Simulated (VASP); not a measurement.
# Se (P3_121) in VASP: notebook, part 2 of 2

VASP 6.6.1.

## Step 3: Single point, r2SCAN

Input file POSCAR:

```
Se
1.0
    4.4930559283      0.0000000000      0.0000000000
   -2.2465279642      3.8911005745      0.0000000000
    0.0000000000      0.0000000000      4.9923930283
Se
3
Direct
    0.2178291919      0.0000000000      0.3333333333
    1.0000000000      0.2178291919      0.6666666667
    0.7821708081      0.7821708081      0.0000000000
```

Input file INCAR.step1:

```
SYSTEM = Se
ALGO     = Normal         ! electronic algorithm
EDIFF    = 1E-4           ! SCF threshold, eV
ENCUT    = 520            ! plane-wave cutoff, eV
GGA      = PE             ! functional
ISMEAR   = -1             ! smearing method
LASPH    = .True.         ! aspherical terms in the spheres
LCHARG   = .False.        ! write CHGCAR
LREAL    = .False.        ! projectors in reciprocal space
LWAVE    = .True.         ! write WAVECAR
NBANDS   = 16             ! bands
NELM     = 100            ! most SCF steps
PREC     = Accurate       ! precision mode
SIGMA    = 0.05           ! smearing width, eV
```

Input file INCAR.step2:

```
SYSTEM = Se
ALGO     = Normal         ! electronic algorithm
EDIFF    = 1E-7           ! SCF threshold, eV
ENCUT    = 520            ! plane-wave cutoff, eV
ISIF     = 2              ! what is computed and relaxed
ISMEAR   = -1             ! smearing method
ISTART   = 1            
LASPH    = .True.         ! aspherical terms in the spheres
LCHARG   = .False.        ! write CHGCAR
LMIXTAU  = .True.       
LREAL    = .False.        ! projectors in reciprocal space
LWAVE    = .False.        ! write WAVECAR
METAGGA  = R2SCAN         ! meta-GGA
NBANDS   = 16             ! bands
NELM     = 100            ! most SCF steps
PREC     = Accurate       ! precision mode
SIGMA    = 0.05           ! smearing width, eV
```

Input file KPOINTS:

```
k-points
0
Gamma
  8 8 6
  0 0 0
```

Potentials or basis: VASP PAW PBE potentials, release 64 (Se).

On the command line:

```
$ cat potpaw_PBE.64/Se/POTCAR > POTCAR
$ cp INCAR.step1 INCAR
$ mpirun -np 1 vasp_std > vasp.out
$ cp INCAR.step2 INCAR
$ mpirun -np 1 vasp_std > vasp.out
```

OUTCAR:

```text
SYSTEM = Se
   EDIFF = 1E-7
   ENCUT = 520
   ISIF = 2
   ISMEAR = -1
   ISTART = 1
   LASPH = .True.
   LREAL = .False.
   METAGGA = R2SCAN
   NELM = 100
   PREC = Accurate

 ion  position               nearest neighbor table
   1  0.218  0.000  0.333-   3 2.38   2 2.38
   2  0.000  0.218  0.667-   3 2.38   1 2.38
   3  0.782  0.782  0.000-   2 2.38   1 2.38

  LATTYP: Found a hexagonal cell.
 ALAT       =     4.4930559283
 C/A-ratio  =     1.1111352959

  Lattice vectors:

 A1 = (   4.4930559283,   0.0000000000,   0.0000000000)
 A2 = (  -2.2465279642,   3.8911005745,   0.0000000000)
 A3 = (   0.0000000000,   0.0000000000,   4.9923930283)

Analysis of symmetry for initial positions (statically):
=====================================================================
 Subroutine PRICEL returns:
 Original cell was already a primitive cell.

 Routine SETGRP: Setting up the symmetry group for a
 hexagonal supercell.

 Subroutine GETGRP returns: Found  6 space group operations
 (whereof  2 operations were pure point group operations)
 out of a pool of 24 trial point group operations.

The static configuration has the point symmetry C_2 .
 The point group associated with its full space group is D_3 .

Analysis of symmetry for dynamics (positions and initial velocities):
=====================================================================
 Subroutine PRICEL returns:
 Original cell was already a primitive cell.

 Routine SETGRP: Setting up the symmetry group for a
 hexagonal supercell.

 Subroutine GETGRP returns: Found  6 space group operations
 (whereof  2 operations were pure point group operations)
 out of a pool of 24 trial point group operations.

The dynamic configuration has the point symmetry C_2 .
 The point group associated with its full space group is D_3 .

 Subroutine INISYM returns: Found  6 space group operations
 (whereof  2 operations are pure point group operations),
 and found     1 'primitive' translations

[... 117 lines left out ...]
  volume/ion in A,a.u.               =      29.09       196.34
  Fermi-wavevector in a.u.,A,eV,Ry     =   0.967219  1.827778 12.728412  0.935512
  Thomas-Fermi vector in A             =   2.097086
   LORBIT       =      0    0 simple, 1 ext, 2 COOP (PROOUT), +10 PAW based schemes
   METAGGA = R2SCAN    functional components
   LHFCALC =     F    Hartree Fock is set to
   AEXX    =    0.0000 exact exchange contribution
   IVDW    =     0    specifies the selected vdW correction
   LEPSILON=     F    determine dielectric tensor
   LRPA    =     F    only Hartree local field effects (RPA)
 non-spin polarized calculation
  energy-cutoff  :      520.00
  volume of cell :       87.28
 maximum number of plane-waves:      2377
 NGX is ok and might be reduce to    36
   NGX = 17   NGY = 17   NGZ = 19

 number of electron      18.0000000 magnetization

 Free energy of the ion-electron system (eV)
  ---------------------------------------------------
  ext. energy  EPLUGINS =         0.00000000
  ---------------------------------------------------
  free energy    TOTEN  =       -42.92814853 eV

  energy without entropy =      -42.92814849  energy(sigma->0) =      -42.92814851

 E-fermi :   2.4885     XC(G=0):  -8.9462

 val. band max:        1.7902347333   @ k =   0.5000  -0.0000   0.5000
 cond. band min:       3.1984894553   @ k =   0.3750   0.2500   0.5000
 fundamental gap:      1.4082547220
 Fermi energy:         2.4885305788

 k-point     1 :       0.0000    0.0000    0.0000
  band No.  band energies     occupation
      1     -14.4555      2.00000
      2     -10.2501      2.00000
      3     -10.2501      2.00000
      4      -2.1887      2.00000
      5      -2.1887      2.00000
      6      -1.8784      2.00000
[... 433 lines left out ...]
      3      -9.6473      2.00000
      4      -3.3545      2.00000
      5      -3.1405      2.00000
      6      -1.4780      2.00000
[... 8 lines left out ...]
     15      10.8620      0.00000
     16      11.8210      0.00000

 [... further k-points ...]

------------------------ aborting loop because EDIFF is reached ----------------------------------------

  FORCE on cell =-STRESS in cart. coord.  units (eV):
  Direction    XX          YY          ZZ          XY          YZ          ZX
  --------------------------------------------------------------------------------------
  -------------------------------------------------------------------------------------
  Total        0.0077622      0.0077622     -0.0044697     -0.0000000      0.0000000      0.0000000
  in kB        0.1424868      0.1424868     -0.0820482     -0.0000000      0.0000000      0.0000000
  external PRESSURE =       0.0676418 kB  Pullay stress =       0.0000000 kB

 VOLUME and BASIS-vectors are now :
 -----------------------------------------------------------------------------
  energy-cutoff  :      520.00
  volume of cell :       87.28
      direct lattice vectors                 reciprocal lattice vectors
     4.493055928  0.000000000  0.000000000     0.222565669  0.128498349  0.000000000
    -2.246527964  3.891100574  0.000000000     0.000000000  0.256996698  0.000000000
     0.000000000  0.000000000  4.992393028     0.000000000  0.000000000  0.200304743

 POSITION                                       TOTAL-FORCE (eV/Angst)
 -----------------------------------------------------------------------------------
      0.97872      0.00000      1.66413        -0.005020     -0.000000     -0.000000
     -0.48936      0.84760      3.32826         0.002510     -0.004347      0.000000
      1.75717      3.04351      0.00000         0.002510      0.004347      0.000000
 -----------------------------------------------------------------------------------
    total drift:                                0.000001      0.000001     -0.000000

  FREE ENERGIE OF THE ION-ELECTRON SYSTEM (eV)
  ---------------------------------------------------
  free  energy   TOTEN  =       -42.9281485266 eV

  energy  without entropy=      -42.9281484911  energy(sigma->0) =      -42.92814851
```

OUTCAR.step1:

```text
SYSTEM = Se
   EDIFF = 1E-4
   ENCUT = 520
   GGA = PE
   ISMEAR = -1
   LASPH = .True.
   LREAL = .False.
   NELM = 100
[... 682 lines left out ...]
      0.97872      0.00000      1.66413         0.341859     -0.000000     -0.000000
     -0.48936      0.84760      3.32826        -0.170930      0.296059      0.000000
      1.75717      3.04351      0.00000        -0.170930     -0.296059     -0.000000
 -----------------------------------------------------------------------------------
    total drift:                                0.000001      0.000001     -0.000000

  FREE ENERGIE OF THE ION-ELECTRON SYSTEM (eV)
  ---------------------------------------------------
  free  energy   TOTEN  =       -10.4968712505 eV

  energy  without entropy=      -10.4968709305  energy(sigma->0) =      -10.49687109
```

OSZICAR.step1:

```text
N       E                     dE             d eps       ncg     rms          rms(c)
DAV:   1     0.826716509477E+02    0.82672E+02   -0.71173E+03  1600   0.928E+02
DAV:   2    -0.524353258770E+01   -0.87915E+02   -0.83676E+02  2208   0.153E+02
DAV:   3    -0.105434331348E+02   -0.52999E+01   -0.52855E+01  1904   0.434E+01
DAV:   4    -0.105827545398E+02   -0.39321E-01   -0.39314E-01  2176   0.441E+00
DAV:   5    -0.105830472511E+02   -0.29271E-03   -0.29271E-03  1952   0.377E-01    0.678E+00
DAV:   6    -0.105195114909E+02    0.63536E-01   -0.37252E-02  2000   0.120E+00    0.419E+00
DAV:   7    -0.104972906034E+02    0.22221E-01   -0.76611E-02  1872   0.168E+00    0.204E-01
DAV:   8    -0.104966957045E+02    0.59490E-03   -0.88249E-03  1760   0.569E-01    0.100E-01
DAV:   9    -0.104968197886E+02   -0.12408E-03   -0.29215E-04  2312   0.110E-01    0.333E-02
DAV:  10    -0.104968712505E+02   -0.51462E-04   -0.53964E-05  1328   0.499E-02
   1 F= -.10496871E+02 E0= -.10496871E+02  d E =-.320056E-06
```

Run time: 7.5 min. Hardware: 1 thread of Intel Xeon Platinum 8375C at 2.90GHz (Ice Lake), shared host; peak memory 0.25 GiB.

Results:

```yaml
Free_energy: -42.9281 eV
Pressure: 0.0 GPa
Largest_force: 0.005 eV/Å
Band_gap_on_the_k_mesh: 1.41 eV, indirect (least direct gap 1.53 eV)
```

Forces in eV/Å, atoms in the order of the input:
```
Se  -0.005  0.000  0.000
Se   0.003 -0.004  0.000
Se   0.003  0.004  0.000
```

Levels at points of the mesh, in eV from the valence-band top:
```csv
k point,band 6,band 7,band 8,band 9,band 10,band 11,band 12,band 13
"(0.00, 0.00, 0.00)",-3.67,-2.07,-2.07,-0.40,2.24,2.24,2.57,6.49
"(0.50, 0.00, 0.00)",-3.31,-2.75,-1.86,-0.97,2.29,2.74,4.23,6.01
"(0.00, 0.00, 0.50)",-3.47,-1.46,-1.46,-1.09,1.54,1.63,1.63,6.98
"(0.50, 0.00, 0.50)",-4.23,-1.68,-1.24,0.00,1.81,2.90,3.27,6.72
```

Caveat: the PAW data sets were made with another functional, which shifts forces and pressure a little. A k mesh can miss the band edges.

## Step 4: Single point, r2SCAN

This run uses another cell than the first one, of 30.26 Å³/atom, 1.040 times its volume.

Input file POSCAR:

```
Se
1.0
    4.5521818657      0.0000000000      0.0000000000
   -2.2760909329      3.9423051383      0.0000000000
    0.0000000000      0.0000000000      5.0580899442
Se
3
Direct
    0.2178291919      0.0000000000      0.3333333333
    1.0000000000      0.2178291919      0.6666666667
    0.7821708081      0.7821708081      0.0000000000
```

Input file INCAR.step1:

```
SYSTEM = Se
PREC = Accurate
ENCUT = 520
ISMEAR = -1
SIGMA = 0.05
LREAL = .FALSE.
LASPH = .TRUE.
NELM = 80
NBANDS = 16
GGA = PE
ALGO = Normal
EDIFF = 1E-4
LWAVE = .TRUE.
LCHARG = .FALSE.
```

Input file INCAR.step2:

```
SYSTEM = Se
PREC = Accurate
ENCUT = 520
EDIFF = 1E-6
ISMEAR = -1
SIGMA = 0.05
LREAL = .FALSE.
LASPH = .TRUE.
NELM = 80
ALGO = Normal
ISIF = 2
LWAVE = .FALSE.
LCHARG = .FALSE.
METAGGA = R2SCAN
LMIXTAU = .TRUE.
NBANDS = 16
ISTART = 1
```

Input file KPOINTS:

```
regular mesh
0
G
  8 8 6
  0 0 0
```

On the command line:

```
$ cat potpaw_PBE.64/Se/POTCAR > POTCAR
$ cp INCAR.step1 INCAR
$ mpirun -np 1 vasp_std > vasp.out
$ cp INCAR.step2 INCAR
$ mpirun -np 1 vasp_std > vasp.out
```

Wall time 6.5 min (1 thread of Intel Xeon Platinum 8375C at 2.90GHz (Ice Lake), shared host); peak memory 0.25 GiB.

The run converged. Its results:

- Free energy: -42.9073 eV
- Pressure: -1.9 GPa
- Largest force: 0.387 eV/Å
- Band gap on the k mesh: 1.36 eV, indirect (least direct gap 1.47 eV)

Forces in eV/Å, atoms in the order of the input:
```
Se  -0.387  0.000  0.000
Se   0.194 -0.336  0.000
Se   0.194  0.336  0.000
```

Stress tensor (GPa, compression positive):
```
-1.50  0.00  0.00
 0.00 -1.50  0.00
 0.00  0.00 -2.65
```

Levels at points of the mesh, in eV from the valence-band top:
```csv
k point,band 6,band 7,band 8,band 9,band 10,band 11,band 12,band 13
"(0.00, 0.00, 0.00)",-3.48,-1.91,-1.91,-0.34,2.18,2.18,2.55,6.42
"(0.50, 0.00, 0.00)",-3.13,-2.61,-1.75,-0.89,2.26,2.68,4.05,6.12
"(0.00, 0.00, 0.50)",-3.33,-1.32,-1.32,-0.99,1.54,1.65,1.65,7.11
"(0.50, 0.00, 0.50)",-4.04,-1.54,-1.13,0.00,1.75,2.85,3.18,6.76
```

Caveat: the PAW data sets were made with another functional, which shifts forces and pressure a little. A k mesh can miss the band edges.
